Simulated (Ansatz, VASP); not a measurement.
## Zr: VASP beside Ansatz

Contents of INCAR:

```
  PREC = Accurate
  ENCUT = 520
  EDIFF = 1E-6
  ISMEAR = -1
  SIGMA = 0.05
  LREAL = F
  LASPH = T
  NELM = 100
  ALGO = Normal
  ISIF = 2
  LWAVE = F
  LCHARG = F
  GGA = PE
  NBANDS = 12
```

KPOINTS

```
Automatic mesh
0
Gamma
  13 13 13
```

POSCAR

```
Zr
1.0
    2.8959980644      0.0000000000      0.0000000000
    0.0000000000      2.8959980644      0.0000000000
    0.0000000000      0.0000000000      2.8959980644
Zr
1
Direct
    0.0000000000      0.0000000000      0.0000000000
```

Input for Ansatz:

```yaml
crystal:
  lattice:
    - [2.8959980644, 0.0, 0.0]
    - [0.0, 2.8959980644, 0.0]
    - [0.0, 0.0, 2.8959980644]
  atoms:
    - { symbol: Zr, position: [0.0, 0.0, 0.0] }
kpoints:
  mp_grid: { grid: [13, 13, 13] }
scf:
  occupations: { method: fermi_dirac, width: 0.05 }
hamiltonian:
  xc: pbe
  pseudopotentials: { kind: all_electron, lapw: { basis_error: 0.0005 } }
output:
  forces: true
  stress: true
  eigenvalues: true
```

Change from the starting cell: volume scaled by 0.975.

Alike in both runs: task single point; functional PBE; k mesh 13 × 13 × 13; occupations fermi-dirac, width 0.05 eV; no spin polarisation.

|  | VASP | Ansatz |
| --- | --- | --- |
| version | VASP 6.6.1 | Ansatz 0.2.0 |
| potentials or method | VASP PAW PBE potentials, release 64 (Zr_sv) | all-electron LAPW, scalar-relativistic |
| plane-wave cutoff (eV) | 520 | see its input |

```tsv
	VASP	Ansatz	Ansatz less VASP
pressure (GPa)	1.9	1.8	-0.04
```

Ansatz ran all-electron here, so the differences hold the error of VASP's frozen core and of both bases.
